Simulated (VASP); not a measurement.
Re:

```xyz
4
Lattice="3.9037 0.0000 0.0000 0.0000 5.9028 0.0000 0.0000 0.0000 3.1733" Properties=species:S:1:pos:R:3 pbc="T T T"
Re    0.8420    4.4271    1.0578
Re    1.1099    1.4757    2.6444
Re    2.7939    4.4271    0.5289
Re    3.0617    1.4757    2.1155
```

The cell was built by a generator and needn't be a form met in nature.

The cell isn't the ideal one: random cell with space group Pnma (No. 62).

- Program: VASP 6.6.1
- Task: relaxation of cell and atoms
- Functional: PBE
- Potentials or basis: VASP PAW PBE potentials, release 64 (Re)
- Cutoff: 600 eV
- k mesh: 4 × 4 × 6
- Occupations: gaussian, width 0.1 eV
- Spin: no spin polarisation

At the start: pressure 41.7 GPa; volume 18.28 Å³/atom.

How do energy, volume and symmetry change on relaxing?

Over 27 steps the energy falls by 3726.1 meV/atom and the volume is 14.95 Å³/atom (-18.2 %); space group P6_3/mmc (No. 194, to 0.05 Å).

The path:
```tsv
step	energy change (eV)	largest force (eV/Å)	pressure (GPa)	volume (Å³)
1	0.0000	9.3219	41.68	73.12
2	-2.4117	0.0802	-40.42	108.57
3	-2.5200	0.1243	-42.86	106.16
4	-2.8419	0.1828	-46.01	103.47
5	-6.4180	0.6033	-50.18	90.59
6	-7.5238	1.6481	-28.89	82.44
7	-7.6193	1.4104	-35.94	84.25
8	-7.6160	1.4152	-33.65	83.61
9	-8.1181	4.0248	131.90	49.73
10	-12.5117	2.4911	3.22	62.41
11	-12.5519	2.5390	8.28	61.41
12	-12.5562	2.5753	11.88	60.76
13	-13.0804	2.2132	11.59	60.45
14	-13.1642	2.1728	9.19	60.61
15	-13.8151	0.9235	-26.65	66.41
16	-13.8577	1.1429	-20.91	65.22
17	-14.5347	0.7743	-14.59	62.84
18	-14.8181	0.3678	-3.94	60.53
19	-14.8184	0.3678	-3.33	60.43
20	-14.8683	0.3100	1.55	59.58
21	-14.8732	0.2998	3.46	59.27
22	-14.8892	0.2498	-0.46	59.88
23	-14.8892	0.2505	-0.40	59.87
24	-14.8940	0.2089	-0.33	59.85
25	-14.9025	0.0806	-0.05	59.79
26	-14.9033	0.0258	0.09	59.77
27	-14.9043	0.0104	-0.15	59.81
```

Final structure:
```yaml
crystal:
  lattice:
    - [4.79157, 0.00000, 0.00000]
    - [0.00000, 4.48333, 0.00000]
    - [0.00000, 0.00000, 2.78404]
  atoms:
    - { symbol: Re, position: [0.16939, 0.75000, 0.50042] }
    - { symbol: Re, position: [0.33061, 0.25000, 0.00042] }
    - { symbol: Re, position: [0.66939, 0.75000, 0.99958] }
    - { symbol: Re, position: [0.83061, 0.25000, 0.49958] }
```

Caveat: the k mesh is coarse (spacing up to 0.40 Å⁻¹), so the values aren't converged; the volume moved by over 15 % at a fixed basis, so the end points are rough.
